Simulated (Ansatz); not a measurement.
**Cs: do energies and stresses tell the same story?**

Computed with DFT PBEsol, scalar-relativistic, plane waves, PAW (Ansatz).

Plane waves to 420 eV, a k mesh through Γ of 10×10×10 on the computed 1-atom cell and Gaussian smearing (0.10 eV); no spin polarisation.

Relaxed cell: Im-3m, a = 6.010 Å, b = 6.010 Å, c = 6.010 Å, α = 90.00°, β = 90.00°, γ = 90.00°, 1 atom in the primitive cell.

Energies at zero smearing and pressures from the stress tensor, at volumes with shape and atoms relaxed:
```tsv
V (Å³/atom)	E − E(first) (meV/atom)	P (GPa)
95.532	0.00	0.316
98.789	-5.38	0.223
102.046	-9.01	0.140
105.302	-11.09	0.066
108.559	-11.80	0.002
111.816	-11.27	-0.056
115.073	-9.66	-0.106
119.415	-6.04	-0.164
```

Question: Check P = −dE/dV between neighbouring volumes, and get the bulk modulus from the pressures alone.

Answer: With 1 eV/Å³ = 160.2 GPa:
```json
{"middle V (Å³/atom)": "97.161", "−ΔE/ΔV (GPa)": "0.265", "mean P (GPa)": "0.270"}
{"middle V (Å³/atom)": "100.417", "−ΔE/ΔV (GPa)": "0.179", "mean P (GPa)": "0.181"}
{"middle V (Å³/atom)": "103.674", "−ΔE/ΔV (GPa)": "0.102", "mean P (GPa)": "0.103"}
{"middle V (Å³/atom)": "106.931", "−ΔE/ΔV (GPa)": "0.034", "mean P (GPa)": "0.034"}
{"middle V (Å³/atom)": "110.188", "−ΔE/ΔV (GPa)": "-0.026", "mean P (GPa)": "-0.027"}
{"middle V (Å³/atom)": "113.444", "−ΔE/ΔV (GPa)": "-0.079", "mean P (GPa)": "-0.081"}
{"middle V (Å³/atom)": "117.244", "−ΔE/ΔV (GPa)": "-0.134", "mean P (GPa)": "-0.135"}
```

The two differ by 0.005 GPa at most. The mean of two end pressures misses the average over a step by about ΔV² P″/12, up to 0.001 GPa here; with that taken off 0.004 GPa remains. Around V = 108.559 Å³/atom, the two neighbours give B = −V ΔP/ΔV = 108.559 × 0.122 / 6.514 = 2.0 GPa, against B0 = 2.0 GPa from the Birch–Murnaghan fit of the energies.